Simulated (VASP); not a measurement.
# MgO (P-6m2) in VASP: further runs

Runs on MgO. Level: PBE. Tasks: G0W0 quasiparticle levels.

All numbers are computed with VASP 6.6.1; they aren't measurements. Logs are shortened: lines on timing, memory, paths and dates and some standing lists are left out, and cuts for length are marked.

## (1) The crystal as given

The structure is hexagonal, space group P-6m2 (No. 187). The conventional cell has a = 2.938 Å, b = 2.938 Å, c = 2.680 Å, α = 90.00°, β = 90.00°, γ = 120.00°. Mg (site symmetry -6m2) has 6 O at 2.16 Å as nearest neighbours. O (site symmetry -6m2) has 6 Mg at 2.16 Å as nearest neighbours.

Measurements of this composition are mostly on another form, of space group No. 225.

## (2) G0W0 quasiparticle levels, PBE

Contents of POSCAR:

```
MgO
1.0
    2.9380209034      0.0000000000      0.0000000000
   -1.4690104517      2.5444007392      0.0000000000
    0.0000000000      0.0000000000      2.6796800000
Mg O
1 1
Direct
    0.0000000000      0.0000000000      0.0000000000
    0.3333333333      0.6666666667      0.5000000000
```

Contents of INCAR.step1:

```
PREC = Accurate
ENCUT = 450
EDIFF = 1E-8
ISMEAR = 0
SIGMA = 0.01
LREAL = False
LASPH = True
NELM = 100
ALGO = Normal
LWAVE = True
LCHARG = False
GGA = PE
```

Contents of INCAR.step2:

```
PREC = Accurate
ENCUT = 450
EDIFF = 1E-8
ISMEAR = 0
SIGMA = 0.01
LREAL = False
LASPH = True
NELM = 1
ALGO = Exact
LWAVE = True
LCHARG = False
GGA = PE
NBANDS = 84
LOPTICS = True
ISTART = 1
```

Contents of INCAR.step3:

```
PREC = Accurate
ENCUT = 450
EDIFF = 1E-8
ISMEAR = 0
SIGMA = 0.01
LREAL = False
LASPH = True
ALGO = EVGW0
LWAVE = False
LCHARG = False
GGA = PE
NELMGW = 1
NBANDS = 84
ENCUTGW = 50
NOMEGA = 48
PRECFOCK = Fast
ISTART = 1
NBANDSGW = 12
```

Contents of KPOINTS:

```
Automatic mesh
0
Gamma
  3 3 3
```

Potentials or basis: VASP PAW PBE potentials, release 64 (Mg_GW, O_GW).

Run with:

```
> cat potpaw_PBE.64/Mg_GW/POTCAR potpaw_PBE.64/O_GW/POTCAR > POTCAR
> cp INCAR.step1 INCAR
> mpirun -np 1 vasp_std > vasp.out
> cp INCAR.step2 INCAR
> mpirun -np 1 vasp_std > vasp.out
> cp INCAR.step3 INCAR
> mpirun -np 1 vasp_std > vasp.out
```

OUTCAR:

```text
PREC = Accurate
   ENCUT = 450
   EDIFF = 1E-8
   ISMEAR = 0
   LREAL = False
   LASPH = True
   GGA = PE
   NELMGW = 1
   ENCUTGW = 50
   PRECFOCK = Fast
   ISTART = 1

 Found      6 irreducible k-points:

 Following reciprocal coordinates:
            Coordinates               Weight
  0.000000  0.000000  0.000000      1.000000
  0.333333  0.000000  0.000000      6.000000
  0.333333  0.333333  0.000000      2.000000
  0.000000  0.000000  0.333333      2.000000
  0.333333  0.000000  0.333333     12.000000
  0.333333  0.333333  0.333333      4.000000
   k-points           NKPTS =      6   k-points in BZ     NKDIM =     27   number of bands    NBANDS=     84
   number of dos      NEDOS =    301   number of ions     NIONS =      2
   total plane-waves  NPLWV =   8000
   dimension x,y,z NGX =    20 NGY =   20 NGZ =   20
   dimension x,y,z NGXF=    40 NGYF=   40 NGZF=   40
   ions per type =               1   1
   NGX,Y,Z   is equivalent  to a cutoff of  11.32, 11.32, 12.41 a.u.
   NGXF,Y,Z  is equivalent  to a cutoff of  22.63, 22.63, 24.82 a.u.
 SYSTEM =  unknown system
   PREC   = accura    normal or accurate (medium, high low for compatibility)
   ISTART =      1    job   : 0-new  1-cont  2-samecut
   ICHARG =      0    charge: 1-file 2-atom 10-const
   ISPIN  =      1    spin polarized calculation?
   LNONCOLLINEAR =      F non collinear calculations
   LSORBIT =      F    spin-orbit coupling
   LASPH  =      T    aspherical Exc in radial PAW
   ENCUT  =  450.0 eV  33.07 Ry    5.75 a.u.   5.08  5.08  4.63*2*pi/ulx,y,z
   NELM   =     60;   NELMIN=  2; NELMDL=  0     # of ELM steps
   EDIFF  = 0.1E-07   stopping-criterion for ELM
   LREAL  =      F    real-space projection
   EDIFFG = 0.1E-06   stopping-criterion for IOM
   NSW    =      0    number of steps for IOM
   IBRION =     -1    ionic relax: 0-MD 1-quasi-New 2-CG
   NFREE  =      0    steps in history (QN), initial steepest desc. (CG)
   ISIF   =      0    stress and relaxation
   ISYM   =      3    0-nonsym 1-usesym 2-fastsym
   POTIM  = 0.5000    time-step for ionic-motion
   TEBEG  =    0.0;   TEEND  =   0.0 temperature during run
   PSTRESS=    0.0 pullay stress
   NELECT =       8.0000    total number of electrons
   NUPDOWN=      -1.0000    fix difference up-down
   EMIN   =  10.00;   EMAX   =-10.00  energy-range for DOS
   EFERMI =   0.00;   METHOD = LEGACY
   ISMEAR =     0;   SIGMA  =   0.01  broadening in eV -4-tet -1-fermi 0-gaus
   EFERMI_NEDOS =   21; number of points for ismear=-14 and -15
   IALGO  =     38    algorithm
   IMIX   =      4    mixing-type and parameters
     AMIX     =   0.40;   BMIX     =  1.00
     AMIX_MAG =   1.60;   BMIX_MAG =  1.00
  volume/ion in A,a.u.               =      10.02        67.59
  Fermi-wavevector in a.u.,A,eV,Ry     =   1.205583  2.278221 19.775115  1.453430
  Thomas-Fermi vector in A             =   2.341275
   LORBIT       =      0    0 simple, 1 ext, 2 COOP (PROOUT), +10 PAW based schemes
   GGA     = PE    functional components
   LHFCALC =     T    Hartree Fock is set to
   PRECFOCK=fast      Normal, Fast or Accurate (Low or Medium for compatibility)
   ENCUT4O =  -1.0   cutoff for four orbital integrals eV
   NKREDX  =     1    reduce k-point grid by
   NKREDY  =     1    reduce k-point grid by
   NKREDZ  =     1    reduce k-point grid by
   AEXX    =    1.0000 exact exchange contribution
   HFSCREEN=    0.0000 screening length (either q_TF or 0.3 A-1)
   HFSCREENC=   0.0000 screening length for correlation (either q_TF or 0.3 A-1)
   ENCUTFOCK=  -1.0 apply spherical cutoff to Coloumb kernel
   IVDW    =     0    specifies the selected vdW correction
   LEPSILON=     F    determine dielectric tensor
   LRPA    =     F    only Hartree local field effects (RPA)
   LRPAFORCE           =     F    calculate RPA forces
   ENCUTGW             =  50.0    cutoff for response function in eV
   ENCUTGWSOFT         =  40.0    soft cutoff for Coulomb kernel in GW response function in eV
   ENCUTLF             =  -1.0    cutoff for local field effects
   NELMGW              =     1    number of iterations in solving QP/BSE equation
   NELMHF              =     1    number of iterations in the inner HF iteration
   NKREDLFX            =     1    NKREDLFY  =   1   NKREDLFZ  =   1
 non-spin polarized calculation
 Gauss-broadening in eV      SIGMA  =   0.01
  energy-cutoff  :      450.00
  volume of cell :       20.03
 maximum number of plane-waves:       447
  NGX = 12; NGY = 12; NGZ = 10
   NGX = 11   NGY = 11   NGZ =  9
 maximum number of plane-waves:        21
 NGX is ok and might be reduce to    10

 QP shifts <psi_nk| G(iteration)W_0 |psi_nk>: iteration 1
 for sc-GW calculations column KS-energies equals QP-energies in previous step
 and V_xc(KS)=  KS-energies - (<T + V_ion + V_H > + <T+V_H+V_ion>^1  + <V_x>^1)

 k-point   1 :       0.0000    0.0000    0.0000
  band No.  KS-energies  QP-energies   sigma(KS)   V_xc(KS)     V^pw_x(r,r')   Z            occupation Imag(sigma)

      1     -14.0514     -16.3218     -21.3794     -18.1184     -29.8309       0.6962       2.0000       1.2140
      2       2.7905       1.9178     -20.3037     -19.1489     -24.8620       0.7558       2.0000       0.1818
      3       2.7905       1.9178     -20.3037     -19.1489     -24.8620       0.7558       2.0000       0.1818
      4       2.9934       2.0592     -20.4923     -19.2552     -25.0520       0.7552       2.0000       0.1808
      5       6.3348       7.0370     -10.3183     -11.1969      -6.4452       0.7992       0.0000      -0.1210
      6      15.1989      16.1538      -7.7180      -8.9289      -3.1427       0.7885       0.0000      -0.1622
      7      18.8451      19.8395      -7.4900      -8.7582      -2.6576       0.7841       0.0000      -0.2608
      8      18.8451      19.8395      -7.4900      -8.7582      -2.6576       0.7841       0.0000      -0.2608
      9      23.1418      23.9672      -7.4245      -8.4528      -2.0767       0.8027       0.0000      -0.6756
     10      24.1055      25.4396      -9.2198     -10.9707      -3.4194       0.7619       0.0000      -0.6788
     11      25.7686      27.2297      -9.2922     -11.2092      -3.4219       0.7622       0.0000      -0.7039
     12      25.7686      27.2297      -9.2922     -11.2092      -3.4219       0.7622       0.0000      -0.7039

 k-point   2 :       0.3333    0.0000    0.0000
  band No.  KS-energies  QP-energies   sigma(KS)   V_xc(KS)     V^pw_x(r,r')   Z            occupation Imag(sigma)

      1     -13.3016     -15.5740     -22.2168     -18.9230     -30.5231       0.6899       2.0000       1.0716
      2      -0.6933      -1.9361     -16.7048     -14.9983     -21.1861       0.7283       2.0000       0.2558
      3       2.2383       1.2759     -19.7609     -18.4795     -24.3327       0.7510       2.0000       0.1887
      4       3.2573       2.3723     -20.8007     -19.6329     -25.3549       0.7578       2.0000       0.1778
      5       9.4490      10.3441     -10.3355     -11.4787      -6.3493       0.7830       0.0000      -0.1378
      6      13.8168      15.0399      -9.8215     -11.4007      -5.3661       0.7745       0.0000      -0.1732
      7      17.0286      18.2843      -9.4125     -11.0204      -4.7354       0.7810       0.0000      -0.2072
      8      20.6299      21.9522      -9.1044     -10.8126      -3.7298       0.7741       0.0000      -0.4587
      9      22.6502      23.8228      -8.0147      -9.5500      -2.8800       0.7637       0.0000      -0.4015
     10      24.2612      25.3034      -7.7324      -9.0559      -2.2680       0.7874       0.0000      -0.5993
     11      28.4014      29.6773      -8.1448      -9.7557      -2.5303       0.7920       0.0000      -0.7520
     12      28.6775      30.0355      -8.0840      -9.7897      -2.3205       0.7961       0.0000      -0.8352

 k-point   3 :       0.3333    0.3333    0.0000
  band No.  KS-energies  QP-energies   sigma(KS)   V_xc(KS)     V^pw_x(r,r')   Z            occupation Imag(sigma)

      1     -12.8757     -15.1911     -22.7656     -19.4570     -31.0034       0.6998       2.0000       1.0160
      2      -0.3232      -1.5176     -17.1276     -15.4962     -21.7024       0.7322       2.0000       0.2469
      3      -0.3058      -1.5816     -16.7151     -14.9803     -21.1313       0.7354       2.0000       0.2385
      4       3.4003       2.5404     -20.9811     -19.8524     -25.5387       0.7618       2.0000       0.1776
      5      11.8025      12.9239     -11.3567     -12.8228      -7.2643       0.7649       0.0000      -0.1669
      6      14.6286      16.3167     -12.1071     -14.3123      -7.7292       0.7655       0.0000      -0.1825
      7      14.8408      16.0021      -9.6042     -11.0921      -4.8843       0.7805       0.0000      -0.1994
      8      22.7664      23.7256      -7.5286      -8.7763      -2.5363       0.7688       0.0000      -0.3676
      9      23.0114      23.8805      -7.2642      -8.4183      -1.7510       0.7531       0.0000      -0.5012
     10      24.3210      25.7392      -7.7441      -9.5393      -2.5749       0.7900       0.0000      -0.4148
     11      24.5227      25.5412      -7.8531      -9.1382      -2.5427       0.7925       0.0000      -0.5091
     12      26.4846      27.5311      -7.5084      -8.8506      -2.0928       0.7797       0.0000      -0.5863

 k-point   4 :       0.0000    0.0000    0.3333
  band No.  KS-energies  QP-energies   sigma(KS)   V_xc(KS)     V^pw_x(r,r')   Z            occupation Imag(sigma)

      1     -13.2808     -15.5581     -22.1423     -18.8466     -30.4448       0.6910       2.0000       1.0713
      2      -1.0203      -2.2627     -16.6257     -14.9208     -21.1959       0.7287       2.0000       0.2790
      3       3.1674       2.3576     -20.6747     -19.6032     -25.2122       0.7557       2.0000       0.1761
      4       3.1674       2.3576     -20.6747     -19.6032     -25.2122       0.7557       2.0000       0.1761
      5       9.6822      10.6746     -11.2672     -12.5340      -7.3202       0.7834       0.0000      -0.1371
      6      14.2254      15.4305     -10.6325     -12.2173      -6.0411       0.7604       0.0000      -0.2027
      7      20.1860      21.1701      -7.5146      -8.7611      -2.6066       0.7895       0.0000      -0.3127
      8      20.1860      21.1701      -7.5146      -8.7611      -2.6066       0.7895       0.0000      -0.3127
      9      22.4089      23.7186      -8.1775      -9.8554      -3.1754       0.7806       0.0000      -0.3321
     10      22.4089      23.7186      -8.1775      -9.8554      -3.1754       0.7806       0.0000      -0.3321
     11      24.9869      25.7193      -7.3885      -8.3126      -1.7102       0.7924       0.0000      -0.7190
     12      26.7540      27.9042      -7.0987      -8.5856      -1.5502       0.7736       0.0000      -0.6211

 k-point   5 :       0.3333    0.0000    0.3333
  band No.  KS-energies  QP-energies   sigma(KS)   V_xc(KS)     V^pw_x(r,r')   Z            occupation Imag(sigma)

      1     -12.6841     -15.0013     -22.8091     -19.4958     -30.9950       0.6994       2.0000       1.0024
      2      -0.1420      -1.3451     -17.4459     -15.8134     -21.9801       0.7370       2.0000       0.2393
      3       0.4973      -0.6634     -18.1683     -16.5961     -22.7862       0.7383       2.0000       0.2231
      4       2.6057       1.7046     -20.1387     -18.9460     -24.7013       0.7555       2.0000       0.1829
      5      10.2657      11.1708      -9.6650     -10.8206      -5.6756       0.7833       0.0000      -0.1423
      6      14.0770      15.1730      -8.9840     -10.3842      -4.4558       0.7827       0.0000      -0.1698
      7      17.5568      18.9811     -10.6222     -12.4714      -5.6905       0.7703       0.0000      -0.2859
      8      19.1051      20.3875      -9.6457     -11.3164      -4.6200       0.7676       0.0000      -0.3201
      9      19.4153      20.5813      -7.9476      -9.4416      -2.9784       0.7804       0.0000      -0.3125
     10      24.4773      25.7576      -8.0408      -9.6617      -2.5769       0.7899       0.0000      -0.6289
     11      24.9210      26.2082      -8.6880     -10.3240      -3.3095       0.7868       0.0000      -0.5087
     12      31.3109      32.6567      -7.4084      -9.0698      -1.7014       0.8100       0.0000      -0.9696

 k-point   6 :       0.3333    0.3333    0.3333
  band No.  KS-energies  QP-energies   sigma(KS)   V_xc(KS)     V^pw_x(r,r')   Z            occupation Imag(sigma)

      1     -12.3507     -14.7075     -23.2164     -19.9088     -31.3587       0.7125       2.0000       0.9786
      2       0.5429      -0.6092     -17.9813     -16.4247     -22.5381       0.7402       2.0000       0.2196
      3       0.5548      -0.6232     -17.8342     -16.2473     -22.3246       0.7423       2.0000       0.2174
      4       0.6311      -0.4966     -18.7075     -17.1834     -23.4320       0.7399       2.0000       0.2236
      5      10.3439      11.0709      -8.2353      -9.1622      -4.0414       0.7844       0.0000      -0.1469
      6      14.3392      15.6786      -9.1972     -10.9097      -4.8303       0.7821       0.0000      -0.1653
      7      17.1807      18.5559      -9.5497     -11.3342      -4.7143       0.7706       0.0000      -0.2168
      8      18.4935      19.6805     -10.0424     -11.5690      -5.1345       0.7776       0.0000      -0.3055
      9      18.5988      20.1858     -11.2602     -13.3477      -6.0926       0.7602       0.0000      -0.3548
     10      24.6062      25.8828      -9.2281     -10.8648      -3.6880       0.7800       0.0000      -0.5735
     11      29.4038      30.8485      -7.9671      -9.7826      -2.3428       0.7958       0.0000      -0.7654
     12      30.6721      31.8584      -7.1839      -8.6434      -1.5206       0.8128       0.0000      -0.9387
```

Run time: 9.3 s. Hardware: 1 thread of AMD EPYC 9R45 (Zen 5), shared host; peak memory 0.12 GiB.

These settings aren't checked as converged: the numbers below hold their error.

Results:

```
Band gap on the k mesh, mean-field level : 2.93 eV, indirect (least direct gap 3.34 eV)
Quasiparticle gap                        : 4.50 eV
Least direct quasiparticle gap           : 4.98 eV
```

Caveat: the k mesh is coarse (spacing up to 0.82 Å⁻¹), so the values aren't converged; bands, screening cutoff and mesh are small and nothing is extrapolated, so the quasiparticle values aren't converged; an odd mesh through Γ misses points on the zone boundary, where band edges often lie.

## (3) G0W0 quasiparticle levels, PBE

POSCAR is that of step 2.

INCAR.step1 is that of step 2.

Changes to INCAR.step2 since step 2:

```diff
@@ -12,3 +12,3 @@
 GGA = PE
-NBANDS = 84
+NBANDS = 124
 LOPTICS = True
```

Changes to INCAR.step3 since step 2:

```diff
@@ -12,3 +12,3 @@
 NELMGW = 1
-NBANDS = 84
+NBANDS = 124
 ENCUTGW = 50
```

KPOINTS is that of step 2.

Potentials or basis: VASP PAW PBE potentials, release 64 (Mg_GW, O_GW).

Run with:

```
> cat potpaw_PBE.64/Mg_GW/POTCAR potpaw_PBE.64/O_GW/POTCAR > POTCAR
> cp INCAR.step1 INCAR
> mpirun -np 1 vasp_std > vasp.out
> cp INCAR.step2 INCAR
> mpirun -np 1 vasp_std > vasp.out
> cp INCAR.step3 INCAR
> mpirun -np 1 vasp_std > vasp.out
```

OUTCAR:

```text
PREC = Accurate
   ENCUT = 450
   EDIFF = 1E-8
   ISMEAR = 0
   LREAL = False
   LASPH = True
   GGA = PE
   NELMGW = 1
   ENCUTGW = 50
   PRECFOCK = Fast
   ISTART = 1

 Found      6 irreducible k-points:

 Following reciprocal coordinates:
            Coordinates               Weight
[... 88 lines left out ...]
      2       2.7905       1.9138     -20.3085     -19.1489     -24.8620       0.7561       2.0000       0.1819
      3       2.7905       1.9138     -20.3085     -19.1489     -24.8620       0.7561       2.0000       0.1819
      4       2.9934       2.0549     -20.4976     -19.2552     -25.0520       0.7554       2.0000       0.1803
      5       6.3348       7.0300     -10.3266     -11.1969      -6.4452       0.7988       0.0000      -0.1202
      6      15.1989      16.1510      -7.7228      -8.9289      -3.1427       0.7894       0.0000      -0.1614
      7      18.8451      19.8350      -7.4962      -8.7582      -2.6576       0.7844       0.0000      -0.2600
      8      18.8451      19.8350      -7.4962      -8.7582      -2.6576       0.7844       0.0000      -0.2600
      9      23.1418      23.9646      -7.4315      -8.4528      -2.0767       0.8056       0.0000      -0.6737
     10      24.1055      25.4268      -9.2328     -10.9707      -3.4194       0.7602       0.0000      -0.6769
     11      25.7686      27.2177      -9.3057     -11.2092      -3.4219       0.7612       0.0000      -0.7021
     12      25.7686      27.2177      -9.3057     -11.2092      -3.4219       0.7612       0.0000      -0.7021
[... 68 lines left out ...]
      1     -12.3507     -14.7082     -23.2197     -19.9088     -31.3587       0.7120       2.0000       0.9754
      2       0.5429      -0.6137     -17.9860     -16.4247     -22.5381       0.7408       2.0000       0.2189
      3       0.5548      -0.6267     -17.8388     -16.2473     -22.3246       0.7424       2.0000       0.2166
      4       0.6311      -0.5008     -18.7123     -17.1834     -23.4320       0.7404       2.0000       0.2229
      5      10.3439      11.0668      -8.2409      -9.1622      -4.0414       0.7847       0.0000      -0.1465
      6      14.3392      15.6720      -9.2057     -10.9097      -4.8303       0.7822       0.0000      -0.1642
      7      17.1807      18.5480      -9.5591     -11.3342      -4.7143       0.7703       0.0000      -0.2158
      8      18.4935      19.6746     -10.0509     -11.5690      -5.1345       0.7780       0.0000      -0.3046
      9      18.5988      20.1762     -11.2727     -13.3477      -6.0926       0.7602       0.0000      -0.3532
     10      24.6062      25.8724      -9.2408     -10.8648      -3.6880       0.7797       0.0000      -0.5719
     11      29.4038      30.8363      -7.9813      -9.7826      -2.3428       0.7952       0.0000      -0.7635
     12      30.6721      31.8452      -7.1990      -8.6434      -1.5206       0.8121       0.0000      -0.9375
```

It took 11 s on 1 thread of AMD EPYC 9R45 (Zen 5), shared host; peak memory 0.12 GiB.

These settings aren't checked as converged: the numbers below hold their error.

What came out:

| Quantity | Value |
| --- | --- |
| Band gap on the k mesh, mean-field level | 2.93 eV, indirect (least direct gap 3.34 eV) |
| Quasiparticle gap | 4.49 eV |
| Least direct quasiparticle gap | 4.98 eV |

Caveat: the k mesh is coarse (spacing up to 0.82 Å⁻¹), so the values aren't converged; bands, screening cutoff and mesh are small and nothing is extrapolated, so the quasiparticle values aren't converged; an odd mesh through Γ misses points on the zone boundary, where band edges often lie.

[end of part 1 of 2]
